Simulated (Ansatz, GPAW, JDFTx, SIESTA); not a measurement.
## Si: programs and potentials compared

```
CELL_PARAMETERS angstrom
2.62054 0.00000 0.00000
-1.31027 2.26946 0.00000
0.00000 0.00000 2.46635
ATOMIC_POSITIONS crystal
Si 0.00000 0.00000 0.00000
```

This isn't the form of Si at room conditions, which is diamond.

Alike in all runs: task single point; functional PBEsol; k mesh 12 × 12 × 11; occupations fermi-dirac, width 0.05 eV; no spin polarisation; no spin-orbit coupling. Pressure is positive in compression and, in plane waves, holds the error of the finite cutoff, which Ansatz's Pulay term estimates and takes out.

```csv
program and potentials,plane-wave cutoff (eV),notes,pressure (GPa)
"Ansatz, Ansatz PAW",420,"potentials made for PBE, which Ansatz adapts in part; Pulay term of +0.03 GPa included",0.54
"Ansatz, all-electron LAPW, scalar-relativistic",-,-,0.55
"GPAW, PAW data sets generated for this functional",600,-,1.04
"JDFTx, PseudoDojo-SR-PBEsol-0.4.1-standard with smoothed tails",490,-,0.45
"SIESTA, files PseudoDojo sr-pbesol-0.4.1-standard, DZP (energy shift 0.003 Ry)",-,atomic basis,1.30
```

The pressure spans 0.45 (JDFTx, PseudoDojo-SR-PBEsol-0.4.1-standard with smoothed tails) to 1.30 GPa (SIESTA, files PseudoDojo sr-pbesol-0.4.1-standard, DZP (energy shift 0.003 Ry)), with all-electron results at 0.55. Rows in atomic bases carry the error of their basis and grid, which can be large.

The functional is the same throughout but for its coding, so the spread measures potentials, basis and numerics; runs on potential files found faulty are left out.

The cell, with one atom and triangular layers stacked directly above one another, is simple hexagonal silicon, a dense metallic phase known from high-pressure experiments. All five runs give a slight compression, so the cell lies close to the phase's own equilibrium volume in PBEsol. This doesn't conflict with the much higher pressure needed to form it: a transition pressure follows from equal enthalpies of two phases, not from the stress in one of them. Compression favours this structure because closer packing lowers the volume enough to repay the loss of directional sp³ bonds.

Ansatz PAW and JDFTx lie close to the all-electron value, whereas GPAW and SIESTA give clearly higher pressures. Since JDFTx and SIESTA use closely related pseudopotentials yet mark the two ends of the range, their difference probably stems more from the basis and numerics than from the description of the core. A small mean pressure doesn't show that the axial ratio is relaxed, as stresses along and across the layers may cancel.
